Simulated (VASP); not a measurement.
Set up this calculation in VASP 6.6.1, as the native input.

| Property | Result |
| --- | --- |
| Task | relaxation of cell and atoms |
| Functional | r2SCAN |
| Dispersion | rVV10 |
| Potentials or basis | VASP PAW PBE potentials, release 64 (C) |
| Cutoff | 600 eV |
| k mesh | 15 × 15 × 1 |
| Occupations | gaussian, width 0.03 eV |
| Spin | no spin polarisation |
| Further INCAR settings | ALGO = Normal; EDIFF = 1e-07; IBRION = 2; EDIFFG = -0.005; NSW = 90; ISIF = 3 |

The structure of C lies in POSCAR:

```
C                                       
1.0
    2.4565393332      0.0000000000      0.0000000000
   -1.2282696666      2.1274254706      0.0000000000
    0.0000000000      0.0000000000     18.0339500000
  C             
     2
Direct
     0.0000000000000000    0.0000000000000000    0.4999931359221032
     0.6666666699999979    0.3333333300000021    0.5000068640778967
```

The slab is cut from a database's or a generator's crystal, which needn't be the stable form of the element.

The input as run:

INCAR

```
SYSTEM = C
PREC = Accurate
ENCUT = 600
EDIFF = 1E-7
ISMEAR = 0
SIGMA = 0.03
LREAL = .FALSE.
LASPH = .TRUE.
NELM = 120
ALGO = Normal
ISIF = 3
LWAVE = .FALSE.
LCHARG = .FALSE.
METAGGA = R2SCAN
LMIXTAU = .TRUE.
LUSE_VDW = .TRUE.
IVDW_NL = 2
BPARAM = 11.95
CPARAM = 0.0093
IBRION = 2
NSW = 90
EDIFFG = -0.005
LATTICE_CONSTRAINTS = .TRUE. .TRUE. .FALSE.
```

KPOINTS

```
regular mesh
0
G
  15 15 1
  0 0 0
```

Potentials or basis: VASP PAW PBE potentials, release 64 (C).

Launch:

```console
$ cat potpaw_PBE.64/C/POTCAR > POTCAR
$ mpirun -np 1 vasp_std > vasp.out
```

Results of the run:

| Quantity | Value |
| --- | --- |
| Largest force after relaxing | 0.004 eV/Å |
| Band gap on the k mesh | none (metal or under the smearing width) |

Caveat: the relaxation stopped at its first step, so nothing moved; the PAW data sets were made with another functional, which shifts forces and pressure a little.

It took 4.3 min on 1 thread of Intel(R) Xeon(R) 6975P-C (Granite Rapids) (shared host), peak memory 0.45 GiB.
